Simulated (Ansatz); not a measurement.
Sb as a buckled honeycomb monolayer: an Ansatz output whose functional has been blanked. The cell was relaxed with r2SCAN and then strained (uniaxial -1.5 % along x, other directions held), with the atoms relaxed again with r2SCAN; k points keep the names of the unstrained zone.

```yaml
crystal:
  lattice:
    - [4.04361, 0.00000, 0.00000]
    - [-2.02180, 3.55519, 0.00000]
    - [0.00000, 0.00000, 26.85525]
  atoms:
    - { symbol: Sb, position: [0.33397, 0.66793, 0.31478] }
    - { symbol: Sb, position: [0.66603, 0.33207, 0.37513] }
```
Two periodic directions, a and b.

```
Pseudopotential: Sb, paw, valence charge 15, recommended cutoff 420 eV
Crystal: 2 atoms, lattice volume = 386.066 Å³
Basis set: ecut = 420 eV, 7533 PW (Γ)
Bands: 19, of which v1, the nominal top of the filled ones, is band 15 counted from 1 (14 counted from 0)
Symmetry: 4 space group operations
Space group: C2/m (ITA 12)
k-points: 43 of 144
SCF 1 converged in 6 iterations: F = -12968.812530 eV  dr2 = 2.04e-9
SCF converged after 6 iterations
Free energy (F): -12968.812530 eV
Fermi energy:    -4.176959 eV
--- Per-component energies (eV) ---
  E_band       = -758.827208
  E_kinetic    = 413.249383
  E_local      = -35142.551062
  E_nonlocal   = 724.418861
  E_hartree    = 17213.065245
  E_xc         = -276.049641
  E_vxc        = -191.224519
  E_paw        = -9150.667316
  E_vpaw       = -988.852882
  E_ewald      = 13249.722004
--- Forces (eV/Å), atoms counted from 1 ---
  atom   1  Sb      0.00000      0.01010    -0.28201
  atom   2  Sb      0.00000    -0.01010      0.28201
--- 2D stress c σ (N/m, compression-positive) ---
        0.925965       0.000000       0.000000
        0.000000       0.497859       0.000000
        0.000000       0.000000       0.000000
  P = ½ c Tr σ = 0.7119 N/m
--- Band table (eV; the first three rows and the last of 43) ---
  k-point 0: bands = […, -33.1282, -16.2833, -11.1479, -5.4689, -4.8768, -4.7575, -3.1445, -2.0002, -1.9283, -0.5498]
  k-point 1: bands = […, -33.1284, -16.2079, -11.1426, -5.6190, -5.4349, -4.9297, -2.5994, -2.1195, -1.7575, -0.4482]
  k-point 2: bands = […, -33.1291, -15.9842, -11.1628, -6.7189, -5.3714, -5.3120, -2.9464, -1.4621 (-1.4621°), -1.4223, -0.2021]
  k-point 42: bands = […, -33.1371, -14.3673, -12.3603, -7.9723, -7.4070, -5.9066, -2.8122, -2.0380, -0.8929, 1.2845]
```

The file bands.tsv (bands near the Fermi energy, numbered from 0, rounded):
```tsv
# k_distance	band_10	band_11	band_12	band_13	band_14	band_15	band_16	band_17	band_18
# fermi_ev = -4.176959
# [0, 0, 0] at k_distance = 0.000000
# [0.5, 0, 0] at k_distance = 0.893775
# [0.3333333333, 0.3333333333, 0] at k_distance = 1.405911
# [0.309896, -0.002604, 0] at k_distance = 2.021411
# levels_relative_to = fermi_ev
0.000	-12.106	-6.971	-1.292	-0.700	-0.581	1.032	2.177	2.249	3.627
0.894	-10.079	-8.474	-3.669	-2.306	-2.142	0.956	1.822	2.957	4.451
1.406	-9.213	-9.156	-4.294	-2.498	-2.480	0.840	2.991	3.052	6.008
2.021	-11.089	-7.377	-3.684	-1.920	-1.371	0.593	2.607	2.983	4.582
```
In order the rows are Γ, M, K, (0.310, -0.003, 0).

Question: Which level of theory was used?
A. LDA
B. r2SCAN
C. PBE
D. r2SCAN0

Answer: C. PBE. There is no exchange loop, so no exact exchange. With PBE the valence top lies at Γ and the conduction bottom at k = (0.310, -0.003, 0), 1.17 eV higher; the smallest vertical gap, at Γ, is 1.61 eV. Within one family of functionals the choice rests on the size of the gap and stress, not on a line of the log.

Command: `ansatz run input.yaml --threads 4 --pin off --max-ram 5529MiB --backend cpu --events-out ev --progress --plain --runs-dir out`. Wall time 6.8 s on 4 threads of Arm Neoverse V1, with other jobs on the host; peak host memory 0.75 GiB.

Spin-unpolarised throughout. Whether this structure exists isn't addressed.

Spin-orbit coupling is left out, which matters wherever the heavy atoms make up the band edges.
